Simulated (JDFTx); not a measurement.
# BAs (F-43m) in JDFTx: notebook

Aim: see how the results for BAs move with the level of theory and the settings. Levels: PBEsol, r2SCAN, BLYP. Tasks: band structure.

Program: JDFTx 1.7.0 (patched build). These are calculated values, not measurements. Logs are shortened: lines on timing, memory, paths and dates and some standing lists are left out, and cuts for length are marked. The log counts tension as positive stress, the text compression.

### 1 Starting point

Symmetry: F-43m, No. 216, cubic system. Conventional cell: a = 4.777 Å, b = 4.777 Å, c = 4.777 Å, α = 90.00°, β = 90.00°, γ = 90.00°. As (site symmetry -43m) has 4 B at 2.07 Å as nearest neighbours. B (site symmetry -43m) has 4 As at 2.07 Å as nearest neighbours.

### 2 Band structure, PBEsol

File bands.in:

```
lattice Face-Centered Cubic 9.0272216973
coords-type Lattice
ion As     0.7500000000     0.7500000000     0.7500000000 1
ion B      0.0000000000     0.0000000000     0.0000000000 1

ion-species pseudo/As.upf
ion-species pseudo/B.upf
elec-cutoff 42 336
elec-ex-corr gga-PBEsol
elec-smearing Fermi 0.0018374661
elec-n-bands 15
electronic-minimize nIterations 30 energyDiffThreshold 1e-06
davidson-band-ratio 1.3
forces-output-coords Cartesian
include path.kpoints
symmetries none
fix-electron-density run.$VAR

dump-name bands.$VAR
dump End Ecomponents EigStats BandEigs Kpoints Forces
```

File path.kpoints:

```
kpoint +0.0000000000 +0.0000000000 +0.0000000000 0.020000000000
kpoint +0.0714285714 +0.0000000000 +0.0714285714 0.020000000000
kpoint +0.1428571429 +0.0000000000 +0.1428571429 0.020000000000
kpoint +0.2142857143 +0.0000000000 +0.2142857143 0.020000000000
kpoint +0.2857142857 +0.0000000000 +0.2857142857 0.020000000000
kpoint +0.3571428571 +0.0000000000 +0.3571428571 0.020000000000
kpoint +0.4285714286 +0.0000000000 +0.4285714286 0.020000000000
kpoint +0.5000000000 +0.0000000000 +0.5000000000 0.020000000000
kpoint +0.5000000000 +0.0833333333 +0.5833333333 0.020000000000
kpoint +0.5000000000 +0.1666666667 +0.6666666667 0.020000000000
kpoint +0.5000000000 +0.2500000000 +0.7500000000 0.020000000000
kpoint +0.4375000000 +0.3125000000 +0.7500000000 0.020000000000
kpoint +0.3750000000 +0.3750000000 +0.7500000000 0.020000000000
kpoint +0.3281250000 +0.3281250000 +0.6562500000 0.020000000000
kpoint +0.2812500000 +0.2812500000 +0.5625000000 0.020000000000
kpoint +0.2343750000 +0.2343750000 +0.4687500000 0.020000000000
kpoint +0.1875000000 +0.1875000000 +0.3750000000 0.020000000000
kpoint +0.1406250000 +0.1406250000 +0.2812500000 0.020000000000
kpoint +0.0937500000 +0.0937500000 +0.1875000000 0.020000000000
kpoint +0.0468750000 +0.0468750000 +0.0937500000 0.020000000000
kpoint +0.0000000000 +0.0000000000 +0.0000000000 0.020000000000
kpoint +0.0833333333 +0.0833333333 +0.0833333333 0.020000000000
kpoint +0.1666666667 +0.1666666667 +0.1666666667 0.020000000000
kpoint +0.2500000000 +0.2500000000 +0.2500000000 0.020000000000
kpoint +0.3333333333 +0.3333333333 +0.3333333333 0.020000000000
kpoint +0.4166666667 +0.4166666667 +0.4166666667 0.020000000000
kpoint +0.5000000000 +0.5000000000 +0.5000000000 0.020000000000
kpoint +0.5250000000 +0.4500000000 +0.5250000000 0.020000000000
kpoint +0.5500000000 +0.4000000000 +0.5500000000 0.020000000000
kpoint +0.5750000000 +0.3500000000 +0.5750000000 0.020000000000
kpoint +0.6000000000 +0.3000000000 +0.6000000000 0.020000000000
kpoint +0.6250000000 +0.2500000000 +0.6250000000 0.020000000000
kpoint +0.5625000000 +0.2500000000 +0.6875000000 0.020000000000
kpoint +0.5000000000 +0.2500000000 +0.7500000000 0.020000000000
kpoint +0.5000000000 +0.2916666667 +0.7083333333 0.020000000000
kpoint +0.5000000000 +0.3333333333 +0.6666666667 0.020000000000
kpoint +0.5000000000 +0.3750000000 +0.6250000000 0.020000000000
kpoint +0.5000000000 +0.4166666667 +0.5833333333 0.020000000000
kpoint +0.5000000000 +0.4583333333 +0.5416666667 0.020000000000
kpoint +0.5000000000 +0.5000000000 +0.5000000000 0.020000000000
kpoint +0.4791666667 +0.4791666667 +0.5416666667 0.020000000000
kpoint +0.4583333333 +0.4583333333 +0.5833333333 0.020000000000
kpoint +0.4375000000 +0.4375000000 +0.6250000000 0.020000000000
kpoint +0.4166666667 +0.4166666667 +0.6666666667 0.020000000000
kpoint +0.3958333333 +0.3958333333 +0.7083333333 0.020000000000
kpoint +0.3750000000 +0.3750000000 +0.7500000000 0.020000000000
kpoint +0.6250000000 +0.2500000000 +0.6250000000 0.020000000000
kpoint +0.5833333333 +0.1666666667 +0.5833333333 0.020000000000
kpoint +0.5416666667 +0.0833333333 +0.5416666667 0.020000000000
kpoint +0.5000000000 +0.0000000000 +0.5000000000 0.020000000000
```

Potentials or basis: PseudoDojo-SR-PBEsol-0.4.1-standard with smoothed tails.

Started as:

```
$ jdftx -c 1 -i bands.in -o bands.out
```

Output:

```text
*************** JDFTx 1.7.0 (patched build) ***************

Input parsed successfully to the following command list (including defaults):
[... the input with its defaults ...]

---------- Initializing the Grid ----------
R =
[            0      4.51361      4.51361  ]
[      4.51361            0      4.51361  ]
[      4.51361      4.51361            0  ]
unit cell volume = 183.909
G =
[  -0.696026   0.696026   0.696026  ]
[   0.696026  -0.696026   0.696026  ]
[   0.696026   0.696026  -0.696026  ]
Minimum fftbox size, Smin = [  56  56  56  ]
Chosen fftbox size, S = [  56  56  56  ]

---------- Initializing tighter grid for wavefunction operations ----------
R =
[            0      4.51361      4.51361  ]
[      4.51361            0      4.51361  ]
[      4.51361      4.51361            0  ]
unit cell volume = 183.909
G =
[  -0.696026   0.696026   0.696026  ]
[   0.696026  -0.696026   0.696026  ]
[   0.696026   0.696026  -0.696026  ]
Minimum fftbox size, Smin = [  40  40  40  ]
Chosen fftbox size, S = [  40  40  40  ]

---------- Exchange Correlation functional ----------
Initalized PBEsol GGA exchange.
Initalized PBEsol GGA correlation.

---------- Setting up pseudopotentials ----------
Width of ionic core gaussian charges (only for fluid interactions / plotting) set to 0

Reading pseudopotential file 'pseudo/As.upf':
  'As' pseudopotential, 'PBESOL' functional
  Generated using ONCVPSP code by D. R. Hamann
  15 valence electrons, 3 orbitals, 6 projectors, 1001 radial grid points, with lMax = 2
    3D    l: 2   occupation: 10.0   eigenvalue: -1.493596
    4S    l: 0   occupation:  2.0   eigenvalue: -0.532985
    4P    l: 1   occupation:  3.0   eigenvalue: -0.190970
  Core radius for overlap checks: 1.74 bohrs.

Reading pseudopotential file 'pseudo/B.upf':
  'B' pseudopotential, 'PBESOL' functional
  Generated using ONCVPSP code by D. R. Hamann
  3 valence electrons, 2 orbitals, 4 projectors, 1001 radial grid points, with lMax = 1
    2S    l: 0   occupation:  2.0   eigenvalue: -0.344017
    2P    l: 1   occupation:  1.0   eigenvalue: -0.130657
  Core radius for overlap checks: 1.18 bohrs.

Initialized 2 species with 2 total atoms.

Folded 50 k-points by 1x1x1 to 50 k-points.

---------- Setting up k-points, bands, fillings ----------
No reducable k-points.
Computing the number of bands and number of electrons
Calculating initial fillings.
nElectrons:  18.000000   nBands: 15   nStates: 50

----- Setting up reduced wavefunction bases (one per k-point) -----
average nbasis = 2391.700 , ideal nbasis = 2390.949

---------- Setting up ewald sum ----------
Optimum gaussian width for ewald sums = 2.050004 bohr.
Real space sum over 1331 unit cells with max indices [  5  5  5  ]
Reciprocal space sum over 2197 terms with max indices [  6  6  6  ]

---------- Allocating electronic variables ----------
Reading n from file 'run.n' ... done
Initializing wave functions:  linear combination of atomic orbitals
Note: number of bands (15) exceeds available atomic orbitals (13)

----------- Band structure minimization -------------
Minimization will be done independently for each quantum number.

---- Minimization of quantum number:     0  [ +0.0000000 +0.0000000 +0.0000000 ]  0.040000000 ----
BandDavidson: Iter:   0  Eband: +0.051947330289263
BandDavidson: Iter:   1  Eband: +0.022639932916080  dEband: -2.930740e-02
BandDavidson: Iter:   2  Eband: +0.018447611801540  dEband: -4.192321e-03
BandDavidson: Iter:   3  Eband: +0.017726749718655  dEband: -7.208621e-04
[... 694 lines of inner loops ...]
BandDavidson: Iter:   8  Eband: +0.024801414690427  dEband: -1.151974e-06
BandDavidson: Iter:   9  Eband: +0.024800941197665  dEband: -4.734928e-07
BandDavidson: Converged (dEband<1.000000e-06)
	FillingsUpdate:  mu: +0.435368563  nElectrons: 18.000000

Dumping 'bands.eigStats' ...
	eMin: -0.905637 at state 7 ( [ +0.500000 +0.000000 +0.500000 ] spin 0 )
	HOMO: +0.413660 at state 20 ( [ +0.000000 +0.000000 +0.000000 ] spin 0 )
	mu  : +0.435369
	LUMO: +0.454588 at state 6 ( [ +0.428571 +0.000000 +0.428571 ] spin 0 )
	eMax: +1.043862 at state 7 ( [ +0.500000 +0.000000 +0.500000 ] spin 0 )
	HOMO-LUMO gap: +0.040929
	Optical gap  : +0.119622 at state 20 ( [ +0.000000 +0.000000 +0.000000 ] spin 0 )
Done!
[note: mu, HOMO and LUMO in a band run belong to the points of the path alone and aren't those of the crystal]
```

It took 18 s on 1 thread of Arm Neoverse V2, shared host; peak memory 0.11 GiB.

What came out:

* Band gap along the path: 1.11 eV, indirect (least direct gap 3.26 eV)

Levels at the corners of the path, in eV from the valence-band top:
```csv
point,band 7,band 8,band 9,band 10,band 11
Γ,0.00,0.00,0.00,3.26,3.26
X,-8.52,-4.10,-4.10,1.33,1.36
W,-8.04,-5.53,-5.24,5.20,5.92
K,-8.13,-6.00,-3.50,1.96,5.49
Γ,0.00,0.00,0.00,3.26,3.26
L,-8.82,-1.82,-1.82,2.66,4.75
U,-8.13,-6.00,-3.50,1.96,5.49
W,-8.04,-5.53,-5.24,5.20,5.92
L,-8.82,-1.82,-1.82,2.66,4.75
K,-8.13,-6.00,-3.50,1.96,5.49
U,-8.13,-6.00,-3.50,1.96,5.49
X,-8.52,-4.10,-4.10,1.33,1.36
```

### 3 Band structure, r2SCAN

File bands.in:

```
include BAs.lattice
coords-type Lattice
include BAs.ionpos

ion-species pseudo/As.upf
ion-species pseudo/B.upf
elec-cutoff 40 320
elec-ex-corr mgga-x-r2scan mgga-c-r2scan
elec-smearing Fermi 0.0018374661
elec-n-bands 9
electronic-minimize nIterations 30 energyDiffThreshold 1e-06
davidson-band-ratio 1.3
forces-output-coords Cartesian
include path.kpoints
symmetries none
fix-electron-density run.$VAR

dump-name bands.$VAR
dump End Ecomponents EigStats BandEigs Kpoints Forces
```

File BAs.lattice:

```
lattice \
    0.0000000000     4.5136108487     4.5136108487 \
    4.5136108487     0.0000000000     4.5136108487 \
    4.5136108487     4.5136108487     0.0000000000
```

File BAs.ionpos:

```
ion As     0.7500000000     0.7500000000     0.7500000000 1
ion B      0.0000000000     0.0000000000     0.0000000000 1
```

path.kpoints is that of step 2.

Potentials or basis: SG15-PBE-1.2 with smoothed tails.

Started as:

```
$ jdftx -c 1 -i bands.in -o bands.out
```

Output:

```text
*************** JDFTx 1.7.0 (patched build) ***************

Input parsed successfully to the following command list (including defaults):
[... the input with its defaults ...]

---------- Initializing the Grid ----------
R =
[            0      4.51361      4.51361  ]
[      4.51361            0      4.51361  ]
[      4.51361      4.51361            0  ]
unit cell volume = 183.909
G =
[  -0.696026   0.696026   0.696026  ]
[   0.696026  -0.696026   0.696026  ]
[   0.696026   0.696026  -0.696026  ]
Minimum fftbox size, Smin = [  52  52  52  ]
Chosen fftbox size, S = [  54  54  54  ]

---------- Initializing tighter grid for wavefunction operations ----------
R =
[            0      4.51361      4.51361  ]
[      4.51361            0      4.51361  ]
[      4.51361      4.51361            0  ]
unit cell volume = 183.909
G =
[  -0.696026   0.696026   0.696026  ]
[   0.696026  -0.696026   0.696026  ]
[   0.696026   0.696026  -0.696026  ]
Minimum fftbox size, Smin = [  40  40  40  ]
Chosen fftbox size, S = [  40  40  40  ]

---------- Exchange Correlation functional ----------
Initialized LibXC exchange functional 'Re-regularized SCAN exchange by Furness et al'
Initialized LibXC correlation functional 'Re-regularized SCAN correlation by Furness et al'

---------- Setting up pseudopotentials ----------
Width of ionic core gaussian charges (only for fluid interactions / plotting) set to 0

Reading pseudopotential file 'pseudo/As.upf':
  'As' pseudopotential, 'PBE' functional
  Generated using ONCVPSP code by D. R. Hamann
  5 valence electrons, 0 orbitals, 6 projectors, 602 radial grid points, with lMax = 2
  Core radius for overlap checks: 2.53 bohrs.

Reading pseudopotential file 'pseudo/B.upf':
  'B' pseudopotential, 'PBE' functional
  Generated using ONCVPSP code by D. R. Hamann
  3 valence electrons, 0 orbitals, 4 projectors, 602 radial grid points, with lMax = 1
  Core radius for overlap checks: 1.60 bohrs.

Initialized 2 species with 2 total atoms.

Folded 50 k-points by 1x1x1 to 50 k-points.

---------- Setting up k-points, bands, fillings ----------
No reducable k-points.
Computing the number of bands and number of electrons
Calculating initial fillings.
nElectrons:   8.000000   nBands: 9   nStates: 50

----- Setting up reduced wavefunction bases (one per k-point) -----
average nbasis = 2224.340 , ideal nbasis = 2222.216

---------- Setting up ewald sum ----------
Optimum gaussian width for ewald sums = 2.050004 bohr.
Real space sum over 1331 unit cells with max indices [  5  5  5  ]
Reciprocal space sum over 2197 terms with max indices [  6  6  6  ]

---------- Allocating electronic variables ----------
Reading n from file 'run.n' ... done
Reading tau from file 'run.tau' ... done
Initializing wave functions:  (No orbitals for LCAO)  bandwidth-limited random numbers

----------- Band structure minimization -------------
Minimization will be done independently for each quantum number.

---- Minimization of quantum number:     0  [ +0.0000000 +0.0000000 +0.0000000 ]  0.040000000 ----
BandDavidson: Iter:   0  Eband: +0.198388648818313
BandDavidson: Iter:   1  Eband: +0.139982835173522  dEband: -5.840581e-02
BandDavidson: Iter:   2  Eband: +0.128649773097735  dEband: -1.133306e-02
BandDavidson: Iter:   3  Eband: +0.127406333198150  dEband: -1.243440e-03
[... 652 lines of inner loops ...]
BandDavidson: Iter:  11  Eband: +0.130859288044038  dEband: -2.126321e-06
BandDavidson: Iter:  12  Eband: +0.130858576973491  dEband: -7.110705e-07
BandDavidson: Converged (dEband<1.000000e-06)
	FillingsUpdate:  mu: +0.341462176  nElectrons: 8.000000

Dumping 'bands.eigStats' ...
	eMin: -0.282110 at state 20 ( [ +0.000000 +0.000000 +0.000000 ] spin 0 )
	HOMO: +0.316217 at state 0 ( [ +0.000000 +0.000000 +0.000000 ] spin 0 )
	mu  : +0.341462
	LUMO: +0.364387 at state 6 ( [ +0.428571 +0.000000 +0.428571 ] spin 0 )
	eMax: +0.823822 at state 7 ( [ +0.500000 +0.000000 +0.500000 ] spin 0 )
	HOMO-LUMO gap: +0.048170
	Optical gap  : +0.125512 at state 0 ( [ +0.000000 +0.000000 +0.000000 ] spin 0 )
Done!
[note: mu, HOMO and LUMO in a band run belong to the points of the path alone and aren't those of the crystal]
```

It took 35 s on 1 thread of Arm Neoverse V2, shared host; peak memory 0.11 GiB.

What came out:

| Property | Result |
| --- | --- |
| Band gap along the path | 1.31 eV, indirect (least direct gap 3.42 eV) |

Levels at the corners of the path, in eV from the valence-band top:
```tsv
point	band 1	band 2	band 3	band 4	band 5	band 6	band 7
Γ	-16.28	0.00	0.00	0.00	3.42	3.42	3.42
X	-11.85	-9.15	-4.33	-4.33	1.53	1.61	12.14
W	-11.68	-8.70	-5.75	-5.46	5.68	6.34	7.21
K	-11.90	-8.76	-6.24	-3.70	2.20	5.92	9.79
Γ	-16.28	0.00	0.00	0.00	3.42	3.42	3.42
L	-13.28	-9.30	-1.95	-1.95	2.77	5.04	5.04
U	-11.90	-8.76	-6.24	-3.70	2.20	5.92	9.79
W	-11.68	-8.70	-5.75	-5.46	5.68	6.34	7.21
L	-13.28	-9.30	-1.95	-1.95	2.77	5.04	5.04
K	-11.90	-8.76	-6.24	-3.70	2.20	5.92	9.79
U	-11.90	-8.76	-6.24	-3.70	2.20	5.92	9.79
X	-11.85	-9.15	-4.33	-4.33	1.53	1.61	12.14
```

### 4 Band structure, BLYP

bands.in: that of step 3 with these lines changed.

```diff
@@ -6,6 +6,6 @@
 ion-species pseudo/B.upf
-elec-cutoff 40 320
-elec-ex-corr mgga-x-r2scan mgga-c-r2scan
+elec-cutoff 42 336
+elec-ex-corr gga-x-b88 gga-c-lyp
 elec-smearing Fermi 0.0018374661
-elec-n-bands 9
+elec-n-bands 15
 electronic-minimize nIterations 30 energyDiffThreshold 1e-06
```

BAs.lattice is that of step 3.

BAs.ionpos is that of step 3.

path.kpoints is that of step 3.

Potentials or basis: PseudoDojo-SR-PBE-0.5-standard with smoothed tails.

Started as:

```
$ jdftx -c 1 -i bands.in -o bands.out
```

Output:

```text
*************** JDFTx 1.7.0 (patched build) ***************

Input parsed successfully to the following command list (including defaults):
[... the input with its defaults ...]

---------- Initializing the Grid ----------
R =
[            0      4.51361      4.51361  ]
[      4.51361            0      4.51361  ]
[      4.51361      4.51361            0  ]
unit cell volume = 183.909
G =
[  -0.696026   0.696026   0.696026  ]
[   0.696026  -0.696026   0.696026  ]
[   0.696026   0.696026  -0.696026  ]
Minimum fftbox size, Smin = [  56  56  56  ]
Chosen fftbox size, S = [  56  56  56  ]

---------- Initializing tighter grid for wavefunction operations ----------
R =
[            0      4.51361      4.51361  ]
[      4.51361            0      4.51361  ]
[      4.51361      4.51361            0  ]
unit cell volume = 183.909
G =
[  -0.696026   0.696026   0.696026  ]
[   0.696026  -0.696026   0.696026  ]
[   0.696026   0.696026  -0.696026  ]
Minimum fftbox size, Smin = [  40  40  40  ]
[... 35 lines left out ...]

----- Setting up reduced wavefunction bases (one per k-point) -----
average nbasis = 2391.700 , ideal nbasis = 2390.949

---------- Setting up ewald sum ----------
Optimum gaussian width for ewald sums = 2.050004 bohr.
Real space sum over 1331 unit cells with max indices [  5  5  5  ]
Reciprocal space sum over 2197 terms with max indices [  6  6  6  ]

---------- Allocating electronic variables ----------
Reading n from file 'run.n' ... done
Initializing wave functions:  linear combination of atomic orbitals
Note: number of bands (15) exceeds available atomic orbitals (13)

----------- Band structure minimization -------------
Minimization will be done independently for each quantum number.

---- Minimization of quantum number:     0  [ +0.0000000 +0.0000000 +0.0000000 ]  0.040000000 ----
BandDavidson: Iter:   0  Eband: +0.065753936162074
BandDavidson: Iter:   1  Eband: +0.036325623541118  dEband: -2.942831e-02
BandDavidson: Iter:   2  Eband: +0.032405298863795  dEband: -3.920325e-03
BandDavidson: Iter:   3  Eband: +0.031793072109119  dEband: -6.122268e-04
[... 702 lines of inner loops ...]
BandDavidson: Iter:   8  Eband: +0.038549942401674  dEband: -1.271370e-06
BandDavidson: Iter:   9  Eband: +0.038549398902629  dEband: -5.434990e-07
BandDavidson: Converged (dEband<1.000000e-06)
	FillingsUpdate:  mu: +0.458273692  nElectrons: 18.000000

Dumping 'bands.eigStats' ...
	eMin: -0.880155 at state 49 ( [ +0.500000 +0.000000 +0.500000 ] spin 0 )
	HOMO: +0.430402 at state 20 ( [ +0.000000 +0.000000 +0.000000 ] spin 0 )
	mu  : +0.458274
	LUMO: +0.484030 at state 6 ( [ +0.428571 +0.000000 +0.428571 ] spin 0 )
	eMax: +1.068346 at state 7 ( [ +0.500000 +0.000000 +0.500000 ] spin 0 )
	HOMO-LUMO gap: +0.053628
	Optical gap  : +0.124060 at state 20 ( [ +0.000000 +0.000000 +0.000000 ] spin 0 )
Done!
[note: mu, HOMO and LUMO in a band run belong to the points of the path alone and aren't those of the crystal]
```

It took 19 s on 1 thread of Arm Neoverse V2, shared host; peak memory 0.11 GiB.

What came out:

| Quantity | Value |
| --- | --- |
| Band gap along the path | 1.46 eV, indirect (least direct gap 3.38 eV) |

Levels at the corners of the path, in eV from the valence-band top:
| point | band 6 | band 7 | band 8 | band 9 | band 10 | band 11 |
| --- | --- | --- | --- | --- | --- | --- |
| Γ | -15.33 | 0.00 | 0.00 | 0.00 | 3.38 | 3.38 |
| X | -11.26 | -8.40 | -4.00 | -4.00 | 1.71 | 1.72 |
| W | -11.12 | -7.95 | -5.34 | -5.04 | 5.50 | 6.01 |
| K | -11.31 | -8.03 | -5.79 | -3.42 | 2.30 | 5.72 |
| Γ | -15.33 | 0.00 | 0.00 | 0.00 | 3.38 | 3.38 |
| L | -12.54 | -8.63 | -1.80 | -1.80 | 2.78 | 4.95 |
| U | -11.31 | -8.03 | -5.79 | -3.42 | 2.30 | 5.72 |
| W | -11.12 | -7.95 | -5.34 | -5.04 | 5.50 | 6.01 |
| L | -12.54 | -8.63 | -1.80 | -1.80 | 2.78 | 4.95 |
| K | -11.31 | -8.03 | -5.79 | -3.42 | 2.30 | 5.72 |
| U | -11.31 | -8.03 | -5.79 | -3.42 | 2.30 | 5.72 |
| X | -11.26 | -8.40 | -4.00 | -4.00 | 1.71 | 1.72 |
